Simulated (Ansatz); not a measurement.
Ga:

```
CELL_PARAMETERS angstrom
2.77842 0.00000 0.00000
0.00000 3.28161 0.00000
-1.34343 0.00000 3.99027
ATOMIC_POSITIONS crystal
Ga 0.13460 0.75000 0.77017
Ga 0.86540 0.25000 0.22983
```

This isn't the form of Ga at room conditions, which is orthorhombic.

- Program: Ansatz 0.2.0
- Task: relaxation of cell and atoms
- Functional: PBE
- Dispersion: D3(BJ)
- Potentials or basis: all-electron LAPW, scalar-relativistic
- Basis error allowed: 0.001 eV/atom
- k mesh: 10 × 8 × 7
- Occupations: fermi-dirac, width 0.05 eV
- Spin: no spin polarisation

At the start: volume 18.19 Å³/atom.

Task: How do energy, volume and symmetry change on relaxing?

Result: Over 6 steps the energy falls by 3.5 meV/atom and the volume is 18.25 Å³/atom (+0.3 %); space group P2_1/m (No. 11, to 0.05 Å).

Step by step:
```tsv
step	energy change (eV)	largest force (eV/Å)	volume (Å³)
1	0.0000	0.0860	36.38
2	-0.0056	0.0225	36.40
3	-0.0066	0.0075	36.53
4	-0.0070	0.0031	36.55
5	-0.0070	0.0031	36.50
6	-0.0071	0.0031	36.50
```

Final structure:
```
CELL_PARAMETERS angstrom
2.78723 0.00000 -0.03799
0.00000 3.20500 0.00000
-1.40225 0.00000 4.10476
ATOMIC_POSITIONS crystal
Ga 0.12263 0.75000 0.76778
Ga 0.87737 0.25000 0.23222
```
